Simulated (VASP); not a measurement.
# TiNi (Pm-3m) in VASP: single point with r2SCAN

Aim: the single point of TiNi with r2SCAN.

Everything below comes from runs of VASP 6.6.1. Logs are shortened: lines on timing, memory, paths and dates and some standing lists are left out, and cuts for length are marked.

### Step 1. The structure

It takes space group Pm-3m (No. 221, cubic). The conventional cell has a = 2.988 Å, b = 2.988 Å, c = 2.988 Å, α = 90.00°, β = 90.00°, γ = 90.00°. Ti (site symmetry m-3m) is surrounded by 8 Ni at 2.59 Å. Ni (site symmetry m-3m) is surrounded by 8 Ti at 2.59 Å.

The cell comes from a database or a generator and needn't be the stable form of this composition.

### Step 2. Single point, r2SCAN

POSCAR

```
TiNi
1.0
    2.9880661300      0.0000000000      0.0000000000
    0.0000000000      2.9880661300      0.0000000000
    0.0000000000      0.0000000000      5.9761322600
Ti Ni
2 2
Direct
    0.5000000000      0.5000000000      0.2500000000
    0.5000000000      0.5000000000      0.7500000000
    0.0000000000      0.0000000000      0.0000000000
    0.0000000000      0.0000000000      0.5000000000
```

INCAR.step1

```
SYSTEM = TiNi
PREC = Accurate ; ENCUT = 520
ISMEAR = -1 ; SIGMA = 0.05
LREAL = .False. ; LASPH = .True.
NELM = 100 ; NBANDS = 30
GGA = PE ; ALGO = Normal
EDIFF = 1E-4 ; LWAVE = .True.
LCHARG = .False.
```

INCAR.step2

```
SYSTEM = TiNi
PREC = Accurate ; ENCUT = 520
EDIFF = 1E-7 ; ISMEAR = -1
SIGMA = 0.05 ; LREAL = .False.
LASPH = .True. ; NELM = 100
ALGO = Normal ; ISIF = 2
LWAVE = .False. ; LCHARG = .False.
METAGGA = R2SCAN ; LMIXTAU = .True.
NBANDS = 30 ; ISTART = 1
```

KPOINTS

```
regular mesh
0
Gamma
  10 10 5
  0 0 0
```

Potentials or basis: VASP PAW PBE potentials, release 64 (Ti_sv, Ni).

The run is started by

```console
> cat potpaw_PBE.64/Ti_sv/POTCAR potpaw_PBE.64/Ni/POTCAR > POTCAR
> cp INCAR.step1 INCAR
> mpirun -np 1 vasp_std > vasp.out
> cp INCAR.step2 INCAR
> mpirun -np 1 vasp_std > vasp.out
```

OUTCAR:

```text
SYSTEM = TiNi
   PREC = Accurate
   ENCUT = 520
   EDIFF = 1E-7
   ISMEAR = -1
   LREAL = .False.
   LASPH = .True.
   NELM = 100
   ISIF = 2
   METAGGA = R2SCAN
   ISTART = 1

 ion  position               nearest neighbor table
   1  0.500  0.500  0.250-   3 2.59   4 2.59   3 2.59   4 2.59   3 2.59   4 2.59   3 2.59   4 2.59

   2  0.500  0.500  0.750-   3 2.59   4 2.59   3 2.59   4 2.59   3 2.59   4 2.59   3 2.59   4 2.59

   3  0.000  0.000  0.000-   1 2.59   2 2.59   1 2.59   2 2.59   1 2.59   2 2.59   1 2.59   2 2.59
                             4 2.99   4 2.99
   4  0.000  0.000  0.500-   1 2.59   2 2.59   1 2.59   2 2.59   1 2.59   2 2.59   1 2.59   2 2.59
                             3 2.99   3 2.99

  LATTYP: Found a simple tetragonal cell.
 ALAT       =     2.9880661300
 C/A-ratio  =     2.0000000000

  Lattice vectors:

 A1 = (   2.9880661300,   0.0000000000,   0.0000000000)
 A2 = (   0.0000000000,   2.9880661300,   0.0000000000)
 A3 = (   0.0000000000,   0.0000000000,   5.9761322600)

Analysis of symmetry for initial positions (statically):
=====================================================================
 Subroutine PRICEL returns following result:

  LATTYP: Found a simple cubic cell.
 ALAT       =     2.9880661300

  Lattice vectors:

 A1 = (   2.9880661300,   0.0000000000,   0.0000000000)
 A2 = (   0.0000000000,   2.9880661300,   0.0000000000)
 A3 = (   0.0000000000,   0.0000000000,   2.9880661300)

   2 primitive cells build up your supercell.

 Routine SETGRP: Setting up the symmetry group for a
 simple tetragonal supercell.

 Subroutine GETGRP returns: Found 16 space group operations
 (whereof 16 operations were pure point group operations)
 out of a pool of 16 trial point group operations.

The static configuration has the point symmetry D_4h.

Analysis of symmetry for dynamics (positions and initial velocities):
=====================================================================
 Subroutine PRICEL returns following result:

  LATTYP: Found a simple cubic cell.
 ALAT       =     2.9880661300

  Lattice vectors:

 A1 = (   2.9880661300,   0.0000000000,   0.0000000000)
 A2 = (   0.0000000000,   2.9880661300,   0.0000000000)
 A3 = (   0.0000000000,   0.0000000000,   2.9880661300)

   2 primitive cells build up your supercell.

 Routine SETGRP: Setting up the symmetry group for a
 simple tetragonal supercell.

 Subroutine GETGRP returns: Found 16 space group operations
 (whereof 16 operations were pure point group operations)
 out of a pool of 16 trial point group operations.

The dynamic configuration has the point symmetry D_4h.

 Subroutine INISYM returns: Found 16 space group operations
 (whereof 16 operations are pure point group operations),
 and found     2 'primitive' translations

----------------------------------------------------------------------------------------

                                     Primitive cell

  volume of cell :      26.6791

  direct lattice vectors                    reciprocal lattice vectors
     2.988066130  0.000000000  0.000000000     0.334664615  0.000000000  0.000000000
     0.000000000  2.988066130  0.000000000     0.000000000  0.334664615  0.000000000
     0.000000000  0.000000000  2.988066130     0.000000000  0.000000000  0.334664615

  length of vectors
     2.988066130  2.988066130  2.988066130     0.334664615  0.334664615  0.334664615

  position of ions in fractional coordinates (direct lattice)
     0.500000000  0.500000000  0.500000000
     0.000000000  0.000000000  0.000000000

  ion indices of the primitive-cell ions
   primitive index   ion index
                 1           1
                 2           3

----------------------------------------------------------------------------------------

 KPOINTS: regular mesh

Automatic generation of k-mesh.
 Grid dimensions read from file:
 generate k-points for:   10   10    5

 Generating k-lattice:

  Cartesian coordinates                     Fractional coordinates (reciprocal lattice)
     0.033466461  0.000000000  0.000000000     0.100000000  0.000000000  0.000000000
     0.000000000  0.033466461  0.000000000     0.000000000  0.100000000  0.000000000
     0.000000000  0.000000000  0.033466461     0.000000000  0.000000000  0.200000000

  Length of vectors
     0.033466461  0.033466461  0.033466461

  Shift w.r.t. Gamma in fractional coordinates (k-lattice)
     0.000000000  0.000000000  0.000000000

 Subroutine IBZKPT returns following result:
 ===========================================

 Found     63 irreducible k-points:

 Following reciprocal coordinates:
            Coordinates               Weight
  0.000000  0.000000  0.000000      1.000000
  0.100000  0.000000  0.000000      4.000000
  0.200000  0.000000  0.000000      4.000000
  0.300000  0.000000  0.000000      4.000000
  0.400000  0.000000  0.000000      4.000000
  0.500000  0.000000  0.000000      2.000000
[... 16 lines left out ...]
  0.100000  0.000000  0.200000      8.000000
  0.200000  0.000000  0.200000      8.000000
 [... further k-points ...]
   k-points           NKPTS =     63   k-points in BZ     NKDIM =     63   number of bands    NBANDS=     30
   number of dos      NEDOS =    301   number of ions     NIONS =      4
   total plane-waves  NPLWV =  27648
   dimension x,y,z NGX =    24 NGY =   24 NGZ =   48
   dimension x,y,z NGXF=    48 NGYF=   48 NGZF=   96
   ions per type =               2   2
   NGX,Y,Z   is equivalent  to a cutoff of  13.35, 13.35, 13.35 a.u.
   NGXF,Y,Z  is equivalent  to a cutoff of  26.71, 26.71, 26.71 a.u.
 SYSTEM =  TiNi
   PREC   = accura    normal or accurate (medium, high low for compatibility)
   ISTART =      1    job   : 0-new  1-cont  2-samecut
   ICHARG =      0    charge: 1-file 2-atom 10-const
   ISPIN  =      1    spin polarized calculation?
   LNONCOLLINEAR =      F non collinear calculations
   LSORBIT =      F    spin-orbit coupling
   LASPH  =      T    aspherical Exc in radial PAW
   ENCUT  =  520.0 eV  38.22 Ry    6.18 a.u.   5.56  5.56 11.11*2*pi/ulx,y,z
   NELM   =    100;   NELMIN=  2; NELMDL=  0     # of ELM steps
   EDIFF  = 0.1E-06   stopping-criterion for ELM
   LREAL  =      F    real-space projection
   EDIFFG = 0.1E-05   stopping-criterion for IOM
   NSW    =      0    number of steps for IOM
   IBRION =     -1    ionic relax: 0-MD 1-quasi-New 2-CG
   NFREE  =      0    steps in history (QN), initial steepest desc. (CG)
   ISIF   =      2    stress and relaxation
   ISYM   =      2    0-nonsym 1-usesym 2-fastsym
   POTIM  = 0.5000    time-step for ionic-motion
   TEBEG  =    0.0;   TEEND  =   0.0 temperature during run
   PSTRESS=    0.0 pullay stress
   NELECT =      44.0000    total number of electrons
   NUPDOWN=      -1.0000    fix difference up-down
   EMIN   =  10.00;   EMAX   =-10.00  energy-range for DOS
   EFERMI =   0.00;   METHOD = LEGACY
   ISMEAR =    -1;   SIGMA  =   0.05  broadening in eV -4-tet -1-fermi 0-gaus
   EFERMI_NEDOS =   21; number of points for ismear=-14 and -15
   IALGO  =     38    algorithm
   IMIX   =      4    mixing-type and parameters
     AMIX     =   0.40;   BMIX     =  1.00
     AMIX_MAG =   1.60;   BMIX_MAG =  1.00
  volume/ion in A,a.u.               =      13.34        90.02
  Fermi-wavevector in a.u.,A,eV,Ry     =   1.535178  2.901067 32.065840  2.356773
  Thomas-Fermi vector in A             =   2.642003
   LORBIT       =      0    0 simple, 1 ext, 2 COOP (PROOUT), +10 PAW based schemes
   METAGGA = R2SCAN    functional components
   LHFCALC =     F    Hartree Fock is set to
   AEXX    =    0.0000 exact exchange contribution
   IVDW    =     0    specifies the selected vdW correction
   LEPSILON=     F    determine dielectric tensor
   LRPA    =     F    only Hartree local field effects (RPA)
 non-spin polarized calculation
  energy-cutoff  :      520.00
  volume of cell :       53.36
 maximum number of plane-waves:      1457
 NGX is ok and might be reduce to    24
   NGX = 11   NGY = 11   NGZ = 23

 number of electron      43.9999972 magnetization

 Free energy of the ion-electron system (eV)
  ---------------------------------------------------
  ext. energy  EPLUGINS =         0.00000000
  ---------------------------------------------------
  free energy    TOTEN  =       -51.18343948 eV

  energy without entropy =      -51.14773144  energy(sigma->0) =      -51.16558546

 E-fermi :   9.6426     XC(G=0): -13.5580

 val. band max:        9.6150725784   @ k =   0.3000   0.3000   0.4000
 cond. band min:       9.6464041834   @ k =   0.3000   0.0000   0.4000
 fundamental gap:      0.0313316050
 Fermi energy:         9.6425602236

 k-point     1 :       0.0000    0.0000    0.0000
  band No.  band energies     occupation
      1     -50.0138      2.00000
      2     -49.9812      2.00000
      3     -25.3670      2.00000
      4     -25.0609      2.00000
      5     -25.0609      2.00000
      6     -25.0609      2.00000
[... 22 lines left out ...]
     29      12.3073      0.00000
     30      12.3073      0.00000

 k-point     2 :       0.1000    0.0000    0.0000
  band No.  band energies     occupation
      1     -50.0107      2.00000
      2     -49.9784      2.00000
      3     -25.3624      2.00000
      4     -25.0907      2.00000
      5     -25.0642      2.00000
      6     -25.0586      2.00000
[... 22 lines left out ...]
     29      12.0458      0.00000
     30      12.2755      0.00000

 k-point     3 :       0.2000    0.0000    0.0000
  band No.  band energies     occupation
      1     -50.0026      2.00000
      2     -49.9710      2.00000
      3     -25.3503      2.00000
      4     -25.1681      2.00000
      5     -25.1354      2.00000
      6     -25.0526      2.00000
[... 682 lines left out ...]
     29      11.9908      0.00000
     30      12.2582      0.00000

 k-point    24 :       0.2000    0.0000    0.2000
  band No.  band energies     occupation
      1     -49.9996      2.00000
      2     -49.9740      2.00000
      3     -25.3225      2.00000
      4     -25.1651      2.00000
      5     -25.1385      2.00000
      6     -25.0814      2.00000
[... 22 lines left out ...]
     29      11.9967      0.00000
     30      12.1853      0.00000

 [... further k-points ...]

------------------------ aborting loop because EDIFF is reached ----------------------------------------

  FORCE on cell =-STRESS in cart. coord.  units (eV):
  Direction    XX          YY          ZZ          XY          YZ          ZX
  --------------------------------------------------------------------------------------
  -------------------------------------------------------------------------------------
  Total        0.1532369      0.1532369      0.1532537      0.0000000     -0.0000000      0.0000000
  in kB        4.6012230      4.6012230      4.6017272      0.0000000     -0.0000000      0.0000000
  external PRESSURE =       4.6013911 kB  Pullay stress =       0.0000000 kB

 VOLUME and BASIS-vectors are now :
 -----------------------------------------------------------------------------
  energy-cutoff  :      520.00
  volume of cell :       53.36
      direct lattice vectors                 reciprocal lattice vectors
     2.988066130  0.000000000  0.000000000     0.334664615  0.000000000  0.000000000
     0.000000000  2.988066130  0.000000000     0.000000000  0.334664615  0.000000000
     0.000000000  0.000000000  5.976132260     0.000000000  0.000000000  0.167332307

 POSITION                                       TOTAL-FORCE (eV/Angst)
 -----------------------------------------------------------------------------------
      1.49403      1.49403      1.49403        -0.000000      0.000000      0.000000
      1.49403      1.49403      4.48210        -0.000000      0.000000      0.000000
      0.00000      0.00000      0.00000         0.000000     -0.000000      0.000000
      0.00000      0.00000      2.98807         0.000000     -0.000000     -0.000000
 -----------------------------------------------------------------------------------
    total drift:                                0.000000     -0.000000     -0.000000

  FREE ENERGIE OF THE ION-ELECTRON SYSTEM (eV)
  ---------------------------------------------------
  free  energy   TOTEN  =       -51.1834394801 eV

  energy  without entropy=      -51.1477314423  energy(sigma->0) =      -51.16558546
```

Wall time 7.9 min (1 thread of Intel Xeon Platinum 8375C at 2.90GHz (Ice Lake), shared host); peak memory 0.23 GiB.

Results:

```yaml
Free_energy: -51.1834 eV
Pressure: 0.5 GPa
Band_gap_on_the_k_mesh: none (metal or under the smearing width)
```

Levels at points of the mesh, in eV from the Fermi level:
| k point | band 20 | band 21 | band 22 | band 23 | band 24 | band 25 |
| --- | --- | --- | --- | --- | --- | --- |
| (0.00, 0.00, 0.00) | -1.83 | -0.72 | -0.70 | 0.48 | 0.48 | 0.65 |
| (0.50, 0.00, 0.00) | -0.80 | -0.72 | -0.70 | 0.28 | 0.28 | 0.65 |
| (0.50, 0.50, 0.00) | -1.36 | -1.36 | -0.80 | 0.28 | 0.28 | 0.96 |

Caveat: the PAW data sets were made with another functional, which shifts forces and pressure a little. Spin polarisation is off, so any magnetic state and its effect on volume and gap are missing.
